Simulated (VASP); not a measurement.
# Ti (Pm-3m) in VASP: a series of runs

One crystal, Ti, is run at these levels: revPBE; tasks: single point.

All numbers are computed with VASP 6.6.1; they aren't measurements. Logs are shortened: lines on timing, memory, paths and dates and some standing lists are left out, and cuts for length are marked.

## 1. Starting point

The structure is cubic, space group Pm-3m (No. 221). Conventional cell: a = 2.669 Å, b = 2.669 Å, c = 2.669 Å, α = 90.00°, β = 90.00°, γ = 90.00°. Around Ti (site symmetry m-3m) lie 6 Ti at 2.67 Å.

This isn't the form of Ti at room conditions, which is hcp.

## 2. Single point, revPBE

The input, INCAR:

```
SYSTEM = Ti
ALGO     = Normal         ! electronic algorithm
EDIFF    = 1E-6           ! SCF threshold, eV
ENCUT    = 520            ! plane-wave cutoff, eV
GGA      = RE             ! functional
ISIF     = 2              ! what is computed and relaxed
ISMEAR   = -1             ! smearing method
LASPH    = .TRUE.         ! aspherical terms in the spheres
LCHARG   = .FALSE.        ! write CHGCAR
LREAL    = .FALSE.        ! projectors in reciprocal space
LWAVE    = .FALSE.        ! write WAVECAR
NBANDS   = 12             ! bands
NELM     = 60             ! most SCF steps
PREC     = Accurate       ! precision mode
SIGMA    = 0.1            ! smearing width, eV
```

The input, KPOINTS:

```
k-points
0
G
  19 19 19
  0 0 0
```

The input, POSCAR:

```
Ti
1.0
    2.6685349030      0.0000000000      0.0000000000
    0.0000000000      2.6685349030      0.0000000000
    0.0000000000      0.0000000000      2.6685349030
Ti
1
Direct
    0.0000000000      0.0000000000      0.0000000000
```

Potentials or basis: VASP PAW PBE potentials, release 64 (Ti_sv).

Launch:

```bash
> cat potpaw_PBE.64/Ti_sv/POTCAR > POTCAR
> mpirun -np 1 vasp_std > vasp.out
```

OUTCAR:

```text
SYSTEM = Ti
   EDIFF = 1E-6
   ENCUT = 520
   GGA = RE
   ISIF = 2
   ISMEAR = -1
   LASPH = .TRUE.
   LREAL = .FALSE.
   NELM = 60
   PREC = Accurate

 ion  position               nearest neighbor table
   1  0.000  0.000  0.000-

  LATTYP: Found a simple cubic cell.
 ALAT       =     2.6685349030

  Lattice vectors:

 A1 = (   2.6685349030,   0.0000000000,   0.0000000000)
 A2 = (   0.0000000000,   2.6685349030,   0.0000000000)
 A3 = (   0.0000000000,   0.0000000000,   2.6685349030)

Analysis of symmetry for initial positions (statically):
=====================================================================
 Subroutine PRICEL returns:
 Original cell was already a primitive cell.

 Routine SETGRP: Setting up the symmetry group for a
 simple cubic supercell.

 Subroutine GETGRP returns: Found 48 space group operations
 (whereof 48 operations were pure point group operations)
 out of a pool of 48 trial point group operations.

The static configuration has the point symmetry O_h .

Analysis of symmetry for dynamics (positions and initial velocities):
=====================================================================
 Subroutine PRICEL returns:
 Original cell was already a primitive cell.

 Routine SETGRP: Setting up the symmetry group for a
 simple cubic supercell.

 Subroutine GETGRP returns: Found 48 space group operations
 (whereof 48 operations were pure point group operations)
 out of a pool of 48 trial point group operations.

The dynamic configuration has the point symmetry O_h .

 Subroutine INISYM returns: Found 48 space group operations
 (whereof 48 operations are pure point group operations),
 and found     1 'primitive' translations

----------------------------------------------------------------------------------------

                                     Primitive cell

  volume of cell :      19.0028

  direct lattice vectors                    reciprocal lattice vectors
     2.668534903  0.000000000  0.000000000     0.374737463  0.000000000  0.000000000
     0.000000000  2.668534903  0.000000000     0.000000000  0.374737463  0.000000000
     0.000000000  0.000000000  2.668534903     0.000000000  0.000000000  0.374737463

  length of vectors
     2.668534903  2.668534903  2.668534903     0.374737463  0.374737463  0.374737463

  position of ions in fractional coordinates (direct lattice)
     0.000000000  0.000000000  0.000000000
[... 76 lines left out ...]
   EDIFF  = 0.1E-05   stopping-criterion for ELM
   LREAL  =      F    real-space projection
   EDIFFG = 0.1E-04   stopping-criterion for IOM
   NSW    =      0    number of steps for IOM
   IBRION =     -1    ionic relax: 0-MD 1-quasi-New 2-CG
   NFREE  =      0    steps in history (QN), initial steepest desc. (CG)
   ISIF   =      2    stress and relaxation
   ISYM   =      2    0-nonsym 1-usesym 2-fastsym
   POTIM  = 0.5000    time-step for ionic-motion
   TEBEG  =    0.0;   TEEND  =   0.0 temperature during run
   PSTRESS=    0.0 pullay stress
   NELECT =      12.0000    total number of electrons
   NUPDOWN=      -1.0000    fix difference up-down
   EMIN   =  10.00;   EMAX   =-10.00  energy-range for DOS
   EFERMI =   0.00;   METHOD = LEGACY
   ISMEAR =    -1;   SIGMA  =   0.10  broadening in eV -4-tet -1-fermi 0-gaus
   EFERMI_NEDOS =   21; number of points for ismear=-14 and -15
   IALGO  =     38    algorithm
   IMIX   =      4    mixing-type and parameters
     AMIX     =   0.40;   BMIX     =  1.00
     AMIX_MAG =   1.60;   BMIX_MAG =  1.00
  volume/ion in A,a.u.               =      19.00       128.24
  Fermi-wavevector in a.u.,A,eV,Ry     =   1.404524  2.654165 26.840028  1.972686
  Thomas-Fermi vector in A             =   2.527077
   LORBIT       =      0    0 simple, 1 ext, 2 COOP (PROOUT), +10 PAW based schemes
   GGA     = RE    functional components
   LHFCALC =     F    Hartree Fock is set to
   AEXX    =    0.0000 exact exchange contribution
   IVDW    =     0    specifies the selected vdW correction
   LEPSILON=     F    determine dielectric tensor
   LRPA    =     F    only Hartree local field effects (RPA)
 non-spin polarized calculation
  energy-cutoff  :      520.00
  volume of cell :       19.00
 maximum number of plane-waves:       523
 NGX is ok and might be reduce to    20
   NGX =  9   NGY =  9   NGZ =  9

 number of electron      11.9999995 magnetization

 Free energy of the ion-electron system (eV)
  ---------------------------------------------------
  ext. energy  EPLUGINS =         0.00000000
  ---------------------------------------------------
  free energy    TOTEN  =        -6.71235319 eV

  energy without entropy =       -6.63824263  energy(sigma->0) =       -6.67529791

 E-fermi :   7.3093     XC(G=0): -10.8982

 val. band max:        7.3091651920   @ k =   0.2632   0.2105   0.1579
 cond. band min:       7.3123162667   @ k =   0.4211   0.4211   0.2632
 fundamental gap:      0.0031510748
 Fermi energy:         7.3093499796

 k-point     1 :       0.0000    0.0000    0.0000
  band No.  band energies     occupation
      1     -49.4051      2.00000
      2     -25.1886      2.00000
      3     -25.1886      2.00000
      4     -25.1886      2.00000
      5       1.6532      2.00000
      6       6.0851      1.99999
      7       6.0851      1.99999
      8      11.0768      0.00000
      9      11.0768      0.00000
     10      11.0768      0.00000
     11      22.6495      0.00000
     12      22.6495      0.00000
[... 331 lines left out ...]
 k-point    24 :       0.3158    0.1053    0.0000
  band No.  band energies     occupation
      1     -49.3178      2.00000
      2     -25.7298      2.00000
      3     -25.2218      2.00000
      4     -25.1335      2.00000
      5       4.0308      2.00000
      6       6.6964      1.99566
      7       7.2844      1.12398
      8       9.6439      0.00000
      9       9.8111      0.00000
     10      10.9968      0.00000
     11      15.9706      0.00000
     12      22.9331      0.00000

 [... further k-points ...]
[... 5 lines left out ...]
  --------------------------------------------------------------------------------------
  -------------------------------------------------------------------------------------
  Total       -0.0309716     -0.0309716     -0.0309716     -0.0000000     -0.0000000      0.0000000
  in kB       -2.6112967     -2.6112967     -2.6112967     -0.0000000     -0.0000000      0.0000000
  external PRESSURE =      -2.6112967 kB  Pullay stress =       0.0000000 kB

 VOLUME and BASIS-vectors are now :
 -----------------------------------------------------------------------------
  energy-cutoff  :      520.00
  volume of cell :       19.00
      direct lattice vectors                 reciprocal lattice vectors
     2.668534903  0.000000000  0.000000000     0.374737463  0.000000000  0.000000000
     0.000000000  2.668534903  0.000000000     0.000000000  0.374737463  0.000000000
     0.000000000  0.000000000  2.668534903     0.000000000  0.000000000  0.374737463

 POSITION                                       TOTAL-FORCE (eV/Angst)
 -----------------------------------------------------------------------------------
      0.00000      0.00000      0.00000         0.000000      0.000000      0.000000
 -----------------------------------------------------------------------------------
    total drift:                                0.000000      0.000000      0.000000

  FREE ENERGIE OF THE ION-ELECTRON SYSTEM (eV)
  ---------------------------------------------------
  free  energy   TOTEN  =        -6.7123531917 eV

  energy  without entropy=       -6.6382426268  energy(sigma->0) =       -6.67529791
```

stdout:

```text
POSCAR found type information on POSCAR Ti
 POSCAR found :  1 types and       1 ions
 scaLAPACK will be used
 -----------------------------------------------------------------------------
|                                                                             |
|                                                                             |
|     You enforced a specific xc type in the INCAR file but a different       |
|     I HOPE YOU KNOW WHAT YOU ARE DOING!                                     |
|                                                                             |
 -----------------------------------------------------------------------------

 LDA part: xc-table for (Slater+PW92), standard interpolation
 POSCAR, INCAR and KPOINTS ok, starting setup
 FFT: planning ... GRIDC
 FFT: planning ... GRID_SOFT
 FFT: planning ... GRID
 WAVECAR not read
 entering main loop
```

Run time: 29 s. Hardware: 1 thread of Intel Xeon Platinum 8259CL at 2.50GHz (Skylake/Cascade Lake), shared host; peak memory 0.16 GiB.

What came out:

```yaml
Free_energy: -6.7124 eV
Pressure: -0.3 GPa
Band_gap_on_the_k_mesh: none (metal or under the smearing width)
```

Levels at points of the mesh, in eV from the Fermi level:
| k point | band 2 | band 3 | band 4 | band 5 | band 6 | band 7 | band 8 | band 9 | band 10 | band 11 |
| --- | --- | --- | --- | --- | --- | --- | --- | --- | --- | --- |
| (0.00, 0.00, 0.00) | -32.50 | -32.50 | -32.50 | -5.66 | -1.22 | -1.22 | 3.77 | 3.77 | 3.77 | 15.34 |

Caveat: the PAW data sets were made with another functional, which shifts forces and pressure a little.

## 3. Single point, revPBE

This run uses another cell than the first one, of 21.28 Å³/atom, 1.120 times its volume.

The input, INCAR:

```
  ALGO = Normal
  EDIFF = 1E-6
  ENCUT = 520
  GGA = RE
  ISIF = 2
  ISMEAR = -1
  LASPH = T
  LCHARG = F
  LREAL = F
  LWAVE = F
  NBANDS = 12
  NELM = 100
  PREC = Accurate
  SIGMA = 0.1
```

The input, KPOINTS:

```
k-points
0
Gamma
  13 13 13
```

The input, POSCAR:

```
Ti
1.0
    2.7712703489      0.0000000000      0.0000000000
    0.0000000000      2.7712703489      0.0000000000
    0.0000000000      0.0000000000      2.7712703489
Ti
1
Direct
    0.0000000000      0.0000000000      0.0000000000
```

Potentials or basis: VASP PAW PBE potentials, release 64 (Ti_sv).

Launch:

```bash
> cat potpaw_PBE.64/Ti_sv/POTCAR > POTCAR
> mpirun -np 1 vasp_std > vasp.out
```

It took 14 s on 1 thread of Intel Xeon Platinum 8259CL at 2.50GHz (Skylake/Cascade Lake), shared host; peak memory 0.15 GiB.

It converged, with:

```yaml
Free_energy: -6.6567 eV
Pressure: -7.0 GPa
Band_gap_on_the_k_mesh: none (metal or under the smearing width)
```

Levels at points of the mesh, in eV from the Fermi level:
```tsv
k point	band 4	band 5	band 6	band 7	band 8	band 9
(0.00, 0.00, 0.00)	-32.77	-5.38	-1.03	-1.03	3.31	3.31
```

Caveat: the PAW data sets were made with another functional, which shifts forces and pressure a little.

(Continued in part 2 of 2.)
